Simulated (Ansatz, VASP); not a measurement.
# BAs in two plane-wave programs

Wanted: the spread between two codes on one cell, functional and k mesh. Of the first pair: The cell is taken from a series of runs on this material, whose earlier steps may have relaxed, scaled, displaced or heated it; both programs get it as it stands.

Program: Ansatz 0.2.0. Level of theory: plane waves, with VASP 6.6.1 beside it; relaxation of cell and atoms at LDA and single point at LDA. Results are calculated unless marked as measured.

### 1. The structure

Symmetry: F-43m, No. 216, cubic system. The conventional cell has a = 4.731 Å, b = 4.731 Å, c = 4.731 Å, α = 90.00°, β = 90.00°, γ = 90.00°. Nearest to B lie 4 As at 2.05 Å. As has 4 B at 2.05 Å nearest. Farther neighbours are not listed.

Structure file:

```cif
data_structure
_symmetry_space_group_name_H-M 'F-43m'
_symmetry_Int_Tables_number 216
_cell_length_a 4.7314
_cell_length_b 4.7314
_cell_length_c 4.7314
_cell_angle_alpha 90.000
_cell_angle_beta 90.000
_cell_angle_gamma 90.000
_cell_volume 105.92
loop_
_atom_site_label
_atom_site_type_symbol
_atom_site_symmetry_multiplicity
_atom_site_Wyckoff_symbol
_atom_site_fract_x
_atom_site_fract_y
_atom_site_fract_z
_atom_site_occupancy
B1 B 4 a 0.00000 0.00000 0.00000 1
As1 As 4 c 0.25000 0.25000 0.25000 1
```

### 2. Ansatz: relaxation of cell and atoms, LDA

Ansatz runs on its PAW soft_1 files.

The relaxed volume is the usual yardstick between codes: in a stiff, nearly cubic crystal its relative difference is about their pressure difference at one cell divided by the bulk modulus.

The input, input.yaml:

```yaml
crystal:
  lattice:
    - [0.0, 2.365712656, 2.365712656]
    - [2.365712656, 0.0, 2.365712656]
    - [2.365712656, 2.365712656, 0.0]
  atoms:
    - { symbol: B, position: [0.0, 0.0, 0.0] }
    - { symbol: As, position: [0.75, 0.75, 0.75] }
kpoints:
  mp_grid: { grid: [12, 12, 12] }
hamiltonian:
  xc: lda
  pseudopotentials: { kind: paw, azcp: { folder: soft_1 }, xc_functional: pbe }
scf:
  occupations: { method: fixed }
output:
  forces: true
  stress: true
  eigenvalues: true
relax:
  adjacent_minimum: "off"
  f_tol: 0.001
  max_steps: 60
  cell: { stress_tol: 0.01 }
```

Run with:

```bash
$ ansatz run input.yaml --threads 4 --pin off --max-ram 10240MiB --backend cpu --events-out ev --progress --plain --runs-dir out
```

Numbers of over 12 decimals in the logs are rounded to 6 here.

What it wrote:

```text
Engine: ansatz 0.2.0, x86_64-unknown-linux-gnu
Pseudopotentials: kind: paw
Pseudopotential: B, paw, valence charge 3, recommended cutoff 420 eV (normal), soft_1/B.paw.azcp
Pseudopotential: As, paw, valence charge 15, recommended cutoff 420 eV (normal), soft_1/As.paw.azcp
Functional definition: SPW92
  exchange = slater_x
  correlation = pw_c
Crystal: 2 atoms, lattice volume = 26.480 Å³
Basis set: ecut = 420 eV, 531 PW (Γ)
Bands: 13, of which v1, the nominal top of the filled ones, is band 9 counted from 1 (8 counted from 0)
Symmetry: 24 space group operations
Space group: F-43m (ITA 216), of the structure as read, at distance tolerance 3.0e-5 Å
k-points: 72 of 1728 (time reversal used)
Non-local potential: B, projectors of the file, l = 0: 2, l = 1: 2, l = 2: 1
Non-local potential: As, projectors of the file, l = 0: 2, l = 1: 2, l = 2: 3, l = 3: 1
PAW form: soft (Blöchl's): semilocal exchange-correlation on the pseudo side does not see the compensation charge
PAW frozen core: B, regenerated for the run's functional, and the local potential with it (the file was generated under x = pbe(κ = 0.804, μ = 0.219515), c = pbe(β = 0.066725))
PAW frozen core: As, regenerated for the run's functional, and the local potential with it (the file was generated under x = pbe(κ = 0.804, μ = 0.219515), c = pbe(β = 0.066725))
PAW one-centre angular grid: B, 110 points (default); XC on 64 Gauss nodes
PAW one-centre angular grid: As, 590 points (default); XC on 64 Gauss nodes
Initial density: superposition of atomic densities (chi_scale 0.1, normalization cell, long waves kept (reshape's long-wave potential 0.00 eV rms))
Initial wavefunctions: pseudopotential atomic-orbital guess
Functional: x = slater, c = lda
SCF iter   1: F=—  HF=-4924.241375 eV  |F-HF|=—  |Δ(HF+E_count)|=         —  Δρ=7.89e-2  dr2=2.11e0  ethr=3.10e-3  ⟨swp⟩=4.4  Hψ=4755  notcnv=0  defer=83
preconditioner: auto → none  [insulator: Δε(μ)=1.815 eV  Ē_g=12.668 eV  n_scr=8 (ndim 8)  ℏωp=20.4 eV  f_vac=0.000  ε∞_Penn≈3.6]
SCF iter   2: F=—  HF=-4923.582288 eV  |F-HF|=—  |Δ(HF+E_count)|=   6.59e-1  Δρ=2.52e-2  dr2=1.47e-1  ethr=3.10e-3  ⟨swp⟩=2.3  Hψ=2010  notcnv=0  defer=106
SCF iter   3: F=—  HF=-4923.540017 eV  |F-HF|=—  |Δ(HF+E_count)|=   4.23e-2  Δρ=1.01e-2  dr2=1.85e-2  ethr=8.18e-4  ⟨swp⟩=2.1  Hψ=1336  notcnv=0  defer=130
SCF iter   4: F=—  HF=-4923.536344 eV  |F-HF|=—  |Δ(HF+E_count)|=   3.67e-3  Δρ=3.98e-3  dr2=3.18e-3  ethr=1.03e-4  ⟨swp⟩=2.4  Hψ=1708  notcnv=0  defer=134
SCF iter   5: F=—  HF=-4923.535302 eV  |F-HF|=—  |Δ(HF+E_count)|=   1.04e-3  Δρ=9.14e-4  dr2=1.33e-4  ethr=1.76e-5  ⟨swp⟩=3.2  Hψ=1738  notcnv=0  defer=135
SCF iter   6: F=—  HF=-4923.535286 eV  |F-HF|=—  |Δ(HF+E_count)|=   1.59e-5  Δρ=1.01e-4  dr2=1.30e-6  ethr=7.37e-7  ⟨swp⟩=2.8  Hψ=1735  notcnv=0  defer=133
SCF iter   7: F=—  HF=-4923.535286 eV  |F-HF|=—  |Δ(HF+E_count)|=   1.97e-7  Δρ=5.94e-6  dr2=4.28e-9  ethr=5.56e-10  ⟨swp⟩=6.4  Hψ=5073  notcnv=0
SCF iter   8: F=-4923.535286 eV  HF=-4923.535286 eV  |F-HF|=1.36e-11  |Δ(HF+E_count)|=  7.74e-10  Δρ=3.01e-7  dr2=9.01e-12  ethr=2.38e-11  ⟨swp⟩=1.5  Hψ=2882  notcnv=0
SCF 1 converged in 8 iterations: F = -4923.535286 eV  dr2 = 9.01e-12
  greatest PAW one-centre occupation: 0.999 electrons in one spin orbital (limit 2), on the As atom at site 1 (counted from 0), in its partial waves of l = 2
relax step   1: F+E_penalty+E_count = -4923.53528584 eV  Δ(F+E_penalty+E_count) = +0.000e0 eV  max|allowed force component| = 2.689e-16 eV/Å  Δτ_max = 0.0000 Å  P = +0.031 GPa  Ω = 26.480 Å³  (8 SCF iters, dr2 threshold 1.00e-7 eV, accepted)
[...]
relax step   2: F+E_penalty+E_count = -4923.53528392 eV  Δ(F+E_penalty+E_count) = +1.921e-6 eV  max|allowed force component| = 2.891e-17 eV/Å  Δτ_max = 0.0000 Å  P = +0.009 GPa  Ω = 26.484 Å³  energy of the carried Pulay correction = -2.418e-6 eV  (3 SCF iters, dr2 threshold 2.43e-9 eV, accepted)
[...]
relax step   3: F+E_penalty+E_count = -4923.53528392 eV  Δ(F+E_penalty+E_count) = -1.592e-10 eV  max|allowed force component| = 6.997e-17 eV/Å  Δτ_max = 0.0000 Å  P = +0.009 GPa  Ω = 26.484 Å³  stress off target by 9.11e-3 GPa  SCF on the basis re-selected at this cell (its energy is not comparable with the rows above)  (5 SCF iters)
basis re-selected at this cell: Δ(F+E_penalty+E_count) = -1.592e-10 eV, ΔP = +0.000 GPa vs the last step (what re-selecting the basis moved, of the pressure what is left beyond the Pulay correction that the steps carried, after the strain that the cell walked since its last selection, with what the two solves' SCF thresholds leave and, on support functions, any second-order correction that the steps lacked; it is no  [...]
SCF converged after 5 iterations
Free energy (F): -4923.535284 eV
Harris-Foulkes:  -4923.535284 eV  (|F-HF|=9.09e-13)
Internal energy: -4923.535284 eV  (E = F + TS)
E sigma→0 (E₀):  -4923.535284 eV
Fermi energy:    10.861210 eV
--- Per-component energies (eV) ---
  E_band       = -217.346100
  E_kinetic    = 148.586343
  E_local      = -1936.452844  (includes V_loc(G=0)·N_el)
  E_nonlocal   = -380.005248
  E_hartree    = 1093.340053
  E_xc         = -103.483326
  E_vxc        = -113.373434  (∫ρ·V_xc dr)
  E_paw        = -2005.330193  (= ΣΔE_a)
  E_vpaw       = -122.781029  (= ΣTr[D̂ρ^β])
  E_aug_tail   = -0.000004  (compensation charges beyond the density's cutoff)
  E_ewald      = -1742.311128
  E_core_change = 2.121063  (= ΣΔE_core)
  E_smearing   = -0.000000  (= −TS)
  E_closure    = -0.000000  (closes the sum)
  Σ components = -4923.535284   (vs F -4923.535284, Δ=0.00e0)
--- Forces (eV/Å), atoms counted from 1 ---
  atom   1  B     -0.00000000     0.00000000     0.00000000
  atom   2  As     0.00000000     0.00000000     0.00000000
  max |Σ_I F_I| component: 1.75e-16 eV/Å
--- Stress (GPa, compression-positive) ---
        0.009110      -0.000000       0.000000
       -0.000000       0.009110       0.000000
        0.000000       0.000000       0.009110
  P = ⅓ Tr σ = 0.0091 GPa (0.091 kbar)
--- Band table (eV; the first three rows and the last of 72) ---
  k-point 0: bands = [... 5 lower, -4.7898, 10.8612, 10.8612, 10.8612, 14.1508, 14.1508, 14.1508, 15.8722]
  k-point 1: bands = [... 5 lower, -4.6732, 9.8150, 10.6356, 10.6356, 14.3291, 14.4468, 14.4468, 16.4569]
  k-point 2: bands = [... 5 lower, -4.3270, 7.8675, 10.1604, 10.1604, 14.2543, 15.0589, 15.0589, 17.7116]
  k-point 71: bands = [... 5 lower, -0.3559, 2.8085, 5.1897, 5.4934, 16.0706, 16.8735, 17.6338, 18.0903]
--- Relaxed structure (2 steps of the walk, 2 accepted, 1 SCFs on fresh bases) ---
  F+E_penalty+E_count = -4923.53528392 eV   max|allowed force component| = 6.997e-17 eV/Å   (the final SCF, on the basis selected at the relaxed cell)
  cell:  # Å, volume = 26.4838 Å³
    - [0, 2.365831, 2.365831]
    - [2.365831, 0, 2.365831]
    - [2.365831, 2.365831, 0]
  atoms:
    - { symbol: B, position: [0, 0, 0] }
    - { symbol: As, position: [0.75, 0.75, 0.75] }
```

### 3. VASP: relaxation of cell and atoms, LDA

The same cell, functional (in two slightly different forms) and mesh now go to VASP, with its own data sets.

Lines of VASP's logs that name or quote its potential files are left out, and so is its time.

The input, INCAR:

```
SYSTEM = BAs
PREC = Accurate
ENCUT = 500
EDIFF = 1E-07
NELM = 120
ISMEAR = 0
SIGMA = 0.01
LREAL = .FALSE.
ALGO = Normal
GGA = PW92
NBANDS = 10
LORBIT = 11
LWAVE = .FALSE.
LCHARG = .FALSE.
ISIF = 3
IBRION = 2
NSW = 80
EDIFFG = -0.005
LASPH = .TRUE.
GGA_COMPAT = .FALSE.
NELMIN = 4
EFERMI = MIDGAP
KPAR = 2
```

The input, POSCAR:

```
BAs
1.0
    0.0000000000      2.3657130000      2.3657130000
    2.3657130000      0.0000000000      2.3657130000
    2.3657130000      2.3657130000      0.0000000000
B As
1 1
Direct
    0.0000000000      0.0000000000      0.0000000000
    0.7500000000      0.7500000000      0.7500000000
```

The input, KPOINTS:

```
Automatic mesh
0
Gamma
12 12 12
0 0 0
```

The projector-augmented-wave data sets are B and As (LDA family, release 64).

Run with:

```bash
$ mpirun -np 2 vasp_std
```

What it wrote:

```text
[banner, memory and clock lines left out]
running    2 mpi-ranks, on    1 nodes
 distrk:  each k-point on    1 cores,    2 groups
 distr:  one band on    1 cores,    1 groups

 POSCAR found type information on POSCAR B As
 POSCAR found :  2 types and       2 ions
|                                                                             |
|               ----> ADVICE to this user running VASP <----                  |
|                                                                             |
|     You enforced a specific xc type in the INCAR file but a different       |
|     [... a line on the potential file left out ...]
|     I HOPE YOU KNOW WHAT YOU ARE DOING!                                     |
|                                                                             |

 LDA part: xc-table for (Slater(with rela. corr.)+PW92), standard interpolation
 POSCAR, INCAR and KPOINTS ok, starting setup
 FFT: planning ... GRIDC
 FFT: planning ... GRID_SOFT
 FFT: planning ... GRID
 WAVECAR not read
 entering main loop
       N       E                     dE             d eps       ncg     rms          rms(c)
DAV:   1     0.100851306070E+02    0.10085E+02   -0.38198E+03  1440   0.686E+02
DAV:   2    -0.130918079330E+02   -0.23177E+02   -0.22142E+02  1960   0.105E+02
DAV:   3    -0.137114100983E+02   -0.61960E+00   -0.61860E+00  1722   0.173E+01
DAV:   4    -0.137130096677E+02   -0.15996E-02   -0.15994E-02  1746   0.987E-01
DAV:   5    -0.137130124006E+02   -0.27330E-05   -0.27329E-05  1686   0.413E-02    0.522E+00
DAV:   6    -0.130288039525E+02    0.68421E+00   -0.18470E+00  1556   0.598E+00    0.247E+00
DAV:   7    -0.129411626572E+02    0.87641E-01   -0.21913E-01  1730   0.250E+00    0.903E-01
DAV:   8    -0.129275733121E+02    0.13589E-01   -0.25381E-02  1584   0.889E-01    0.104E-01
DAV:   9    -0.129275983841E+02   -0.25072E-04   -0.72843E-04  1652   0.182E-01    0.599E-02
DAV:  10    -0.129276045744E+02   -0.61902E-05   -0.85511E-05  1568   0.556E-02    0.142E-02
DAV:  11    -0.129276059894E+02   -0.14150E-05   -0.16527E-06  1716   0.942E-03    0.132E-02
DAV:  12    -0.129276058278E+02    0.16164E-06   -0.79502E-07  1600   0.396E-03    0.294E-03
DAV:  13    -0.129276058301E+02   -0.22995E-08   -0.29025E-08   906   0.126E-03
   1 F= -.12927606E+02 E0= -.12927606E+02  d E =-.129276E+02
 curvature:   0.00 expect dE= 0.000E+00 dE for cont linesearch  0.000E+00
 trial: gam= 0.00000 g(F)=  0.117E-46 g(S)=  0.156E-02 ort = 0.000E+00 (trialstep = 0.100E+01)
 search vector abs. value=  0.156E-02
 bond charge predicted
       N       E                     dE             d eps       ncg     rms          rms(c)
DAV:   1    -0.129289002734E+02   -0.12944E-02   -0.31430E-02  1590   0.112E+00    0.176E-01
DAV:   2    -0.129280600178E+02    0.84026E-03   -0.14314E-03  1558   0.199E-01    0.886E-02
DAV:   3    -0.129277973807E+02    0.26264E-03   -0.52899E-04  1578   0.109E-01    0.275E-02
DAV:   4    -0.129277798823E+02    0.17498E-04   -0.24950E-05  1700   0.290E-02    0.185E-02
DAV:   5    -0.129277782392E+02    0.16431E-05   -0.21085E-06  1660   0.849E-03    0.858E-03
DAV:   6    -0.129277781782E+02    0.60954E-07   -0.13904E-07  1452   0.213E-03
   2 F= -.12927778E+02 E0= -.12927778E+02  d E =-.172348E-03
 trial-energy change:   -0.000172  1 .order   -0.000175   -0.001562    0.001212
 step:   0.5616(harm=  0.5632)  dis= 0.00000  next Energy=   -12.928044 (dE=-0.438E-03)
 bond charge predicted
       N       E                     dE             d eps       ncg     rms          rms(c)
DAV:   1    -0.129282591291E+02   -0.48089E-03   -0.60505E-03  1590   0.494E-01    0.778E-02
DAV:   2    -0.129280978260E+02    0.16130E-03   -0.27030E-04  1554   0.867E-02    0.392E-02
DAV:   3    -0.129280470284E+02    0.50798E-04   -0.10284E-04  1580   0.481E-02    0.124E-02
DAV:   4    -0.129280437618E+02    0.32667E-05   -0.46595E-06  1696   0.126E-02    0.829E-03
DAV:   5    -0.129280434336E+02    0.32817E-06   -0.41938E-07  1606   0.379E-03    0.383E-03
DAV:   6    -0.129280434217E+02    0.11891E-07   -0.26268E-08   814   0.942E-04
   3 F= -.12928043E+02 E0= -.12928043E+02  d E =-.437592E-03
 curvature:  -0.28 expect dE=-0.363E-09 dE for cont linesearch -0.363E-09
 trial: gam= 0.00000 g(F)=  0.329E-46 g(S)=  0.129E-08 ort =-0.142E-05 (trialstep = 0.912E+00)
 search vector abs. value=  0.139E-08
 reached required accuracy - stopping structural energy minimisation
```

Parts of OUTCAR (step 3):

```text
ion  position               nearest neighbor table
   1  0.000  0.000  0.000-   2 2.05   2 2.05   2 2.05   2 2.05
   2  0.750  0.750  0.750-   1 2.05   1 2.05   1 2.05   1 2.05

  LATTYP: Found a face centered cubic cell.
 ALAT       =     4.7314260000

 Subroutine GETGRP returns: Found 24 space group operations
 (whereof 24 operations were pure point group operations)

The static configuration has the point symmetry T_d .

 Found     72 irreducible k-points:

   k-points           NKPTS =     72   k-points in BZ     NKDIM =     72   number of bands    NBANDS=     10

   dimension x,y,z NGX =    24 NGY =   24 NGZ =   24
   dimension x,y,z NGXF=    48 NGYF=   48 NGZF=   48

   ENCUT  =  500.0 eV  36.75 Ry    6.06 a.u.   6.10  6.10  6.10*2*pi/ulx,y,z

   NELECT =       8.0000    total number of electrons

 k-points in reciprocal lattice and weights: Automatic mesh
   0.00000000  0.00000000  0.00000000       0.001
   0.08333333  0.00000000  0.00000000       0.005
   0.16666667  0.00000000  0.00000000       0.005
   0.25000000  0.00000000  0.00000000       0.005
   0.33333333  0.00000000  0.00000000       0.005
   0.41666667  0.00000000  0.00000000       0.005
   0.50000000  0.00000000  0.00000000       0.002
   0.08333333  0.08333333  0.00000000       0.003
   0.16666667  0.08333333  0.00000000       0.014
[...]
-0.33333333  0.50000000  0.16666667       0.007
  -0.25000000  0.50000000  0.25000000       0.003

 average (electrostatic) potential at core
       1 -31.6614       2 -51.7662

 E-fermi :   6.9735

 k-point     1 :       0.0000    0.0000    0.0000
  band No.  band energies     occupation
      1      -9.1658      2.00000
      2       6.4180      2.00000
      3       6.4180      2.00000
      4       6.4180      2.00000
      5       9.6990      0.00000
      6       9.6990      0.00000
      7       9.6990      0.00000
      8      11.4029      0.00000
      9      15.8941      0.00000
    ...

 k-point     2 :       0.0833    0.0000    0.0000
  band No.  band energies     occupation
      1      -9.0496      2.00000
      2       5.3762      2.00000
      3       6.1936      2.00000
      4       6.1936      2.00000
      5       9.8751      0.00000
      6       9.9929      0.00000
      7       9.9929      0.00000
      8      11.9840      0.00000
      9      16.3658      0.00000
    ...

 k-point     3 :       0.1667    0.0000    0.0000
  band No.  band energies     occupation
      1      -8.7048      2.00000
      2       3.4358      2.00000
      3       5.7207      2.00000
      4       5.7207      2.00000
      5       9.7980      0.00000
      6      10.6009      0.00000
      7      10.6009      0.00000
      8      13.2328      0.00000
      9      17.3472      0.00000
    ...

  Total       -0.0001335     -0.0001335     -0.0001335     -0.0000000     -0.0000000      0.0000000
  in kB       -0.0080295     -0.0080295     -0.0080295     -0.0000000     -0.0000000      0.0000000
  external PRESSURE =      -0.0080295 kB  Pullay stress =       0.0000000 kB

  energy-cutoff  :      500.00
  volume of cell :       26.64
      direct lattice vectors                 reciprocal lattice vectors
     0.000000000  2.370422110  2.370422110    -0.210932896  0.210932896  0.210932896
     2.370422110 -0.000000000  2.370422110     0.210932896 -0.210932896  0.210932896
     2.370422110  2.370422110 -0.000000000     0.210932896  0.210932896 -0.210932896

 POSITION                                       TOTAL-FORCE (eV/Angst)
 -----------------------------------------------------------------------------------
      0.00000      0.00000      0.00000         0.000000      0.000000      0.000000
      3.55563      3.55563      3.55563        -0.000000     -0.000000     -0.000000
 -----------------------------------------------------------------------------------
    total drift:                               -0.000000     -0.000000     -0.000000

  FREE ENERGIE OF THE ION-ELECTRON SYSTEM (eV)
  ---------------------------------------------------
  free  energy   TOTEN  =       -12.9280434217 eV

  energy  without entropy=      -12.9280434217  energy(sigma->0) =      -12.92804342

 reached required accuracy - stopping structural energy minimisation

 total charge
# of ion       s       p       d       tot
------------------------------------------
    1        0.654   1.206   0.000   1.860
    2        1.178   1.693   0.091   2.963
--------------------------------------------------
tot          1.832   2.899   0.091   4.823

[... 3 further parts left out ...]
```

### 4. Comparison

Known differences besides the potentials themselves: fixed occupations in Ansatz, narrow Gaussian smearing in VASP; the data sets hold 18 valence electrons in Ansatz (on its PAW soft_1 files) and 8 in VASP; the cutoff is 420 eV in Ansatz and 500 eV in VASP; VASP's log shows a relativistic correction to its local exchange, Ansatz's none; Ansatz adds a Pulay correction to the stress that steers its cell, VASP none. Total energies have different zeros and are not compared.

Compared:

```tsv
quantity	Ansatz	VASP	difference
volume (Å³)	26.48	26.64	-0.58 %
edge a after relaxation, in the typed setting (Å)	3.346	3.352	-0.19 %
```

### 5. Ansatz: relaxation, LDA

This run makes the geometry at which the two programs are then compared.

The structure compared here is the end of the Ansatz relaxation.

input.yaml, the sections that differ from step 2:

```yaml
crystal:
  lattice:
    - [0.0, 2.2711977063, 2.4027317224]
    - [2.2711977063, 0.0, 2.4027317224]
    - [2.2711977063, 2.2711977063, 0.0]
  atoms:
    - { symbol: B, position: [0.0, 0.0, 0.0] }
    - { symbol: As, position: [0.75, 0.75, 0.75] }
  conventional_axes: [[-1, 1, 1], [1, -1, 1], [1, 1, -1]]
scf:
  occupations: { method: gaussian, width: 0.02 }
relax:
  adjacent_minimum: "off"
  f_tol: 0.001
  max_steps: 60
  cell: { stress_tol: 0.01, fix: [a, b, gamma] }
# kpoints, hamiltonian, output: as in step 2
```

Run with:

```bash
$ ansatz run input.yaml --threads 4 --pin off --max-ram 10240MiB --backend cpu --events-out ev --progress --plain --runs-dir out
```

What it wrote:

```text
[...]
Crystal: 2 atoms, lattice volume = 24.788 Å³
Basis set: ecut = 420 eV, 493 PW (Γ)
Bands: 13, of which v1, the nominal top of the filled ones, is band 9 counted from 1 (8 counted from 0)
Symmetry: 8 space group operations
[...]
k-points: 163 of 1728 (time reversal used)
[...]
k-point 162: bands = [... 5 lower, -0.1631, 2.5815, 7.8424, 7.8424, 13.6903, 13.7071, 23.9456, 23.9456]
--- Relaxed structure (3 steps of the walk, 3 accepted, 1 SCFs on fresh bases) ---
[...]
cell:  # Å, volume = 24.9146 Å³
    - [0, 2.2711977063, 2.414982]
    - [2.2711977063, 0, 2.414982]
    - [2.2711977063, 2.2711977063, 0]
  atoms:
    - { symbol: B, position: [0, 0, 0] }
    - { symbol: As, position: [0.750000, 0.750000, 0.750000] }
[key lines of the parts left out:]
SCF converged after 5 iterations
Free energy (F): -4923.441080 eV
Fermi energy:    12.364884 eV
P = ⅓ Tr σ = 10.1189 GPa (101.189 kbar)
```

[end of part 1 of 2]

[Lines on the potential files, build, host, timing and source positions are cut from VASP's logs without a mark.]

[Logs are printed without paths, hosts, clocks, repeated set-up lines and the standing remarks that a program may print on its own settings, such as how far it seeks lower states.]

[Hosts, paths, dates, database ids (printed as entryN), source tags and the programs' standing remarks are cut or masked in the printed files.]
